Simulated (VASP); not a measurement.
# TiSe2 (P-3m1) in VASP: further runs

One crystal, TiSe2, is run at these levels: PBE+D3(BJ); tasks: relaxation of cell and atoms.

The COD entry that gives the cell may itself be a prediction, so a difference from it is no test against experiment.

Program: VASP 6.6.1. These are calculated values, not measurements. Logs are shortened: lines on timing, memory, paths and dates and some standing lists are left out, and cuts for length are marked.

### 1 Starting point

Symmetry: P-3m1, No. 164, trigonal system. The conventional cell has a = 3.536 Å, b = 3.536 Å, c = 6.004 Å, α = 90.00°, β = 90.00°, γ = 120.00°. Ti (site symmetry -3m) is surrounded by 6 Se at 2.55 Å. Se (site symmetry 3m) is surrounded by 3 Ti at 2.55 Å.

### 2 Relaxation of cell and atoms, PBE+D3(BJ)

The input, INCAR:

```
SYSTEM = TiSe2
PREC = Accurate
ENCUT = 520
EDIFF = 1E-7
ISMEAR = 0
SIGMA = 0.02
LREAL = .FALSE.
LASPH = .TRUE.
NELM = 100
ALGO = Normal
ISIF = 3
LWAVE = .FALSE.
LCHARG = .FALSE.
GGA = PE
IVDW = 12
IBRION = 2
NSW = 80
EDIFFG = -0.002
```

The input, KPOINTS:

```
Automatic mesh
0
G
  6 6 4
  0 0 0
```

The input, POSCAR:

```
TiSe2
1.0
    3.5360000000      0.0000000000      0.0000000000
   -1.7680000000      3.0622658300      0.0000000000
    0.0000000000      0.0000000000      6.0040000000
Ti Se
1 2
Direct
    0.0000000000      0.0000000000      0.0000000000
    0.3333333300      0.6666666700      0.2552000000
    0.6666666700      0.3333333300      0.7448000000
```

Potentials or basis: VASP PAW PBE potentials, release 64 (Ti_sv, Se).

The run is started by

```sh
$ cat potpaw_PBE.64/Ti_sv/POTCAR potpaw_PBE.64/Se/POTCAR > POTCAR
$ mpirun -np 1 vasp_std > vasp.out
```

OUTCAR:

```text
SYSTEM = TiSe2
   PREC = Accurate
   ENCUT = 520
   EDIFF = 1E-7
   ISMEAR = 0
   LREAL = .FALSE.
   LASPH = .TRUE.
   NELM = 100
   ISIF = 3
   GGA = PE
   IVDW = 12
   IBRION = 2
   NSW = 80
   EDIFFG = -0.002
 IVDW          = 12

 ion  position               nearest neighbor table
   1  0.000  0.000  0.000-   2 2.55   3 2.55   3 2.55   2 2.55   3 2.55   2 2.55
   2  0.333  0.667  0.255-   1 2.55   1 2.55   1 2.55
   3  0.667  0.333  0.745-   1 2.55   1 2.55   1 2.55

  LATTYP: Found a hexagonal cell.
 ALAT       =     3.5360000000
 C/A-ratio  =     1.6979638009

  Lattice vectors:

 A1 = (   3.5360000000,   0.0000000000,   0.0000000000)
 A2 = (  -1.7680000000,   3.0622658300,   0.0000000000)
 A3 = (   0.0000000000,   0.0000000000,   6.0040000000)

Analysis of symmetry for initial positions (statically):
=====================================================================
 Subroutine PRICEL returns:
 Original cell was already a primitive cell.

 Routine SETGRP: Setting up the symmetry group for a
 hexagonal supercell.

 Subroutine GETGRP returns: Found 12 space group operations
 (whereof 12 operations were pure point group operations)
 out of a pool of 24 trial point group operations.

The static configuration has the point symmetry D_3d.

Analysis of symmetry for dynamics (positions and initial velocities):
=====================================================================
 Subroutine PRICEL returns:
 Original cell was already a primitive cell.

 Routine SETGRP: Setting up the symmetry group for a
 hexagonal supercell.

 Subroutine GETGRP returns: Found 12 space group operations
 (whereof 12 operations were pure point group operations)
 out of a pool of 24 trial point group operations.

The dynamic configuration has the point symmetry D_3d.

 Subroutine INISYM returns: Found 12 space group operations
 (whereof 12 operations are pure point group operations),
 and found     1 'primitive' translations

----------------------------------------------------------------------------------------

                                     Primitive cell

  volume of cell :      65.0123

  direct lattice vectors                    reciprocal lattice vectors
     3.536000000  0.000000000  0.000000000     0.282805430  0.163277791  0.000000000
    -1.768000000  3.062265830  0.000000000     0.000000000  0.326555582  0.000000000
     0.000000000  0.000000000  6.004000000     0.000000000  0.000000000  0.166555630

  length of vectors
     3.536000000  3.536000002  6.004000000     0.326555582  0.326555582  0.166555630

  position of ions in fractional coordinates (direct lattice)
     0.000000000  0.000000000  0.000000000
     0.333333330  0.666666670  0.255200000
     0.666666670  0.333333330  0.744800000

  ion indices of the primitive-cell ions
   primitive index   ion index
                 1           1
                 2           2
                 3           3

----------------------------------------------------------------------------------------

 KPOINTS: Automatic mesh

Automatic generation of k-mesh.
 Grid dimensions read from file:
 generate k-points for:    6    6    4

 Generating k-lattice:

  Cartesian coordinates                     Fractional coordinates (reciprocal lattice)
     0.047134238  0.027212965  0.000000000     0.166666667  0.000000000  0.000000000
     0.000000000  0.054425930  0.000000000     0.000000000  0.166666667  0.000000000
     0.000000000  0.000000000  0.041638907     0.000000000  0.000000000  0.250000000

  Length of vectors
     0.054425930  0.054425930  0.041638907

  Shift w.r.t. Gamma in fractional coordinates (k-lattice)
     0.000000000  0.000000000  0.000000000

 Subroutine IBZKPT returns following result:
 ===========================================

 Found     24 irreducible k-points:

 Following reciprocal coordinates:
            Coordinates               Weight
  0.000000  0.000000  0.000000      1.000000
  0.166667  0.000000  0.000000      6.000000
  0.333333  0.000000  0.000000      6.000000
  0.500000 -0.000000  0.000000      3.000000
  0.166667  0.166667  0.000000      6.000000
  0.333333  0.166667  0.000000     12.000000
[... 16 lines left out ...]
  0.333333  0.166667  0.500000     12.000000
  0.333333  0.333333  0.500000      2.000000
   k-points           NKPTS =     24   k-points in BZ     NKDIM =     24   number of bands    NBANDS=     16
   number of dos      NEDOS =    301   number of ions     NIONS =      3
   total plane-waves  NPLWV =  37632
   dimension x,y,z NGX =    28 NGY =   28 NGZ =   48
   dimension x,y,z NGXF=    56 NGYF=   56 NGZF=   96
   ions per type =               1   2
   NGX,Y,Z   is equivalent  to a cutoff of  13.16, 13.16, 13.29 a.u.
   NGXF,Y,Z  is equivalent  to a cutoff of  26.33, 26.33, 26.58 a.u.
 SYSTEM =  TiSe2
   PREC   = accura    normal or accurate (medium, high low for compatibility)
   ISTART =      0    job   : 0-new  1-cont  2-samecut
   ICHARG =      2    charge: 1-file 2-atom 10-const
   ISPIN  =      1    spin polarized calculation?
   LNONCOLLINEAR =      F non collinear calculations
   LSORBIT =      F    spin-orbit coupling
   LASPH  =      T    aspherical Exc in radial PAW
   ENCUT  =  520.0 eV  38.22 Ry    6.18 a.u.   6.57  6.57 11.16*2*pi/ulx,y,z
   NELM   =    100;   NELMIN=  2; NELMDL= -5     # of ELM steps
   EDIFF  = 0.1E-06   stopping-criterion for ELM
   LREAL  =      F    real-space projection
   EDIFFG = -.2E-02   stopping-criterion for IOM
   NSW    =     80    number of steps for IOM
   IBRION =      2    ionic relax: 0-MD 1-quasi-New 2-CG
   NFREE  =      1    steps in history (QN), initial steepest desc. (CG)
   ISIF   =      3    stress and relaxation
   ISYM   =      2    0-nonsym 1-usesym 2-fastsym
   POTIM  = 0.5000    time-step for ionic-motion
   TEBEG  =    0.0;   TEEND  =   0.0 temperature during run
   PSTRESS=    0.0 pullay stress
   NELECT =      24.0000    total number of electrons
   NUPDOWN=      -1.0000    fix difference up-down
   EMIN   =  10.00;   EMAX   =-10.00  energy-range for DOS
   EFERMI =   0.00;   METHOD = LEGACY
   ISMEAR =     0;   SIGMA  =   0.02  broadening in eV -4-tet -1-fermi 0-gaus
   EFERMI_NEDOS =   21; number of points for ismear=-14 and -15
   IALGO  =     38    algorithm
   IMIX   =      4    mixing-type and parameters
     AMIX     =   0.40;   BMIX     =  1.00
     AMIX_MAG =   1.60;   BMIX_MAG =  1.00
  volume/ion in A,a.u.               =      21.67       146.24
  Fermi-wavevector in a.u.,A,eV,Ry     =   1.174393  2.219280 18.765127  1.379198
  Thomas-Fermi vector in A             =   2.310790
   LORBIT       =      0    0 simple, 1 ext, 2 COOP (PROOUT), +10 PAW based schemes
   GGA     = PE    functional components
   LHFCALC =     F    Hartree Fock is set to
   AEXX    =    0.0000 exact exchange contribution
   IVDW    =    12    specifies the selected vdW correction
   LEPSILON=     F    determine dielectric tensor
   LRPA    =     F    only Hartree local field effects (RPA)
 conjugate gradient relaxation of ions
 non-spin polarized calculation
 Gauss-broadening in eV      SIGMA  =   0.02
  energy-cutoff  :      520.00
  volume of cell :       65.01
 maximum number of plane-waves:      1776
 NGX is ok and might be reduce to    28
   NGX = 13   NGY = 13   NGZ = 23

--------------------------------------- Ionic step        1  -------------------------------------------

 number of electron      24.0000001 magnetization

 Free energy of the ion-electron system (eV)
  ---------------------------------------------------
  ext. energy  EPLUGINS =         0.00000000
  ---------------------------------------------------
  free energy    TOTEN  =       -18.16120298 eV

  energy without entropy =      -18.16028343  energy(sigma->0) =      -18.16074321

 E-fermi :   4.8210     XC(G=0):  -9.9974

 val. band max:        4.8180546975   @ k =   0.5000  -0.0000   0.2500
 cond. band min:       4.8240314860   @ k =   0.0000   0.3333   0.2500
 fundamental gap:      0.0059767886
 Fermi energy:         4.8210430898

 k-point     1 :       0.0000    0.0000    0.0000
  band No.  band energies     occupation
      1     -52.8135      2.00000
      2     -29.0409      2.00000
      3     -29.0285      2.00000
      4     -29.0285      2.00000
      5      -9.1616      2.00000
      6      -7.7341      2.00000
[... 8 lines left out ...]
     15       5.4448      0.00000
     16       8.1101      0.00000
[... 551 lines left out ...]
  FREE ENERGIE OF THE ION-ELECTRON SYSTEM (eV)
  ---------------------------------------------------
  free  energy   TOTEN  =       -19.4519358209 eV

  energy  without entropy=      -19.4510061034  energy(sigma->0) =      -19.45147096

[... ionic steps 4 to 12 ...]

--------------------------------------- Ionic step       13  -------------------------------------------

 number of electron      24.0000001 magnetization

------------------------ aborting loop because EDIFF is reached ----------------------------------------

 Edisp (eV)   -1.34600

 E8    (eV) :    -0.5838
[... 71 lines left out ...]
  energy  without entropy=      -19.4622544067  energy(sigma->0) =      -19.46266269

--------------------------------------- Ionic step       15  -------------------------------------------

 number of electron      24.0000001 magnetization

 Free energy of the ion-electron system (eV)
  ---------------------------------------------------
  ext. energy  EPLUGINS =         0.00000000
  ---------------------------------------------------
  free energy    TOTEN  =       -18.11654743 eV

  energy without entropy =      -18.11573106  energy(sigma->0) =      -18.11613924

 E-fermi :   5.3003     XC(G=0): -10.2803

 val. band max:        5.2928267636   @ k =   0.0000   0.3333   0.2500
 cond. band min:       5.3078648060   @ k =   0.5000  -0.0000   0.2500
 fundamental gap:      0.0150380423
 Fermi energy:         5.3003457857

 k-point     1 :       0.0000    0.0000    0.0000
  band No.  band energies     occupation
      1     -52.1768      2.00000
      2     -28.4179      2.00000
      3     -28.3910      2.00000
      4     -28.3910      2.00000
      5      -8.8482      2.00000
      6      -7.2742      2.00000
[... 8 lines left out ...]
     15       5.9667      0.00000
     16       8.6550      0.00000
[... 469 lines left out ...]
  FREE ENERGIE OF THE ION-ELECTRON SYSTEM (eV)
  ---------------------------------------------------
  free  energy   TOTEN  =       -19.4630790010 eV

  energy  without entropy=      -19.4622626233  energy(sigma->0) =      -19.46267081

 reached required accuracy - stopping structural energy minimisation
```

Run time: 2 min. Hardware: 1 thread of Intel Xeon 6975P-C (Granite Rapids), shared host; peak memory 0.22 GiB.

Results:

```yaml
Free_energy: -19.4631 eV
Relaxed_volume: 20.59 Å³/atom
Relaxed_cell: a = 3.478 Å, b = 3.478 Å, c = 5.897 Å, α = 90.00°, β = 90.00°, γ = 120.00°
Space_group_after_relaxing_to_0.05_Å: P-3m1 (No. 164)
Energy_gained_by_relaxing: 8.1 meV/atom
Ionic_steps: 15
Pressure_after_relaxing: 0.0 GPa
Band_gap_on_the_k_mesh: none (metal or under the smearing width)
Dispersion_energy_per_atom: -0.449 eV
```

The path:
```
step  energy change (eV)  largest force (eV/Å)  pressure (GPa)  volume (Å³)
   1              0.0000                0.1324           -1.62        65.01
   2             -0.0131                0.3182            0.75        62.96
   3             -0.0133                0.3001            0.52        63.16
   4             -0.0192                0.0676           -0.11        62.96
   5             -0.0192                0.0614           -0.12        62.95
   6             -0.0207                0.0503           -0.15        62.78
   7             -0.0237                0.0152           -0.20        62.28
   8             -0.0209                0.0677           -0.19        61.26
   9             -0.0242                0.0016           -0.20        62.02
  10             -0.0243                0.0020           -0.20        61.98
  11             -0.0240                0.0526            0.44        61.46
  12             -0.0244                0.0174            0.04        61.79
  13             -0.0244                0.0163            0.02        61.80
  14             -0.0244                0.0078           -0.03        61.77
  15             -0.0244                0.0002           -0.01        61.78
```

Final structure:
```
Ti Se
1.0
     3.47801    0.00000    0.00000
    -1.73900    3.01204    0.00000
     0.00000    0.00000    5.89722
Ti Se
1 2
Direct
  0.00000 0.00000 0.00000
  0.33333 0.66667 0.26419
  0.66667 0.33333 0.73581
```

### 3 Relaxation of cell and atoms, PBE+D3(BJ)

This run uses another cell than the first one, of 20.59 Å³/atom, 0.950 times its volume.

INCAR is that of step 2.

KPOINTS is that of step 2.

The input, POSCAR:

```
TiSe2                                   
1.0
    3.4780076484      0.0000000000      0.0000000000
   -1.7390038242      3.0120429802     -0.0000000000
   -0.0000000000      0.0000000000      5.8972227431
  Ti              Se            
     1     2
Direct
     0.0000000000000000    0.0000000000000000    0.0000000000000000
     0.3333333300000021    0.6666666699999979    0.2641875970764767
     0.6666666699999979    0.3333333300000021    0.7358124029235233
```

Potentials or basis: VASP PAW PBE potentials, release 64 (Ti_sv, Se).

The run is started by

```sh
$ cat potpaw_PBE.64/Ti_sv/POTCAR potpaw_PBE.64/Se/POTCAR > POTCAR
$ mpirun -np 1 vasp_std > vasp.out
```

It took 25 s on 1 thread of Intel Xeon 6975P-C (Granite Rapids), shared host; peak memory 0.21 GiB.

The run converged. Its results:

* Free energy: -19.4627 eV
* Relaxed volume: 20.59 Å³/atom
* Relaxed cell: a = 3.478 Å, b = 3.478 Å, c = 5.897 Å, α = 90.00°, β = 90.00°, γ = 120.00°
* Space group after relaxing (to 0.05 Å): P-3m1 (No. 164)
* Energy gained by relaxing: 0.0 meV/atom
* Ionic steps: 3
* Pressure after relaxing: 0.0 GPa
* Band gap on the k mesh: none (metal or under the smearing width)
* Dispersion energy per atom: -0.449 eV

Final structure:
```xyz
3
Lattice="3.4778 0.0000 0.0000 -1.7389 3.0119 0.0000 0.0000 0.0000 5.8969" Properties=species:S:1:pos:R:3 pbc="T T T"
Ti    0.0000    0.0000    0.0000
Se    0.0000    2.0079    1.5579
Se    1.7389    1.0040    4.3390
```

Levels at points of the mesh, in eV from the Fermi level:
```tsv
k point	band 10	band 11	band 12	band 13	band 14	band 15
(0.00, 0.00, 0.00)	0.36	0.56	0.56	0.60	0.67	0.67
(0.50, 0.00, 0.00)	-2.81	-2.19	-1.34	0.09	1.53	1.95
(0.00, 0.00, 0.50)	-2.10	0.36	0.36	0.54	0.54	1.30
(0.50, 0.00, 0.50)	-2.48	-1.10	-0.80	-0.22	1.53	1.92
```

Caveat: pairwise dispersion overbinds metals, which lowers pressure and volume.
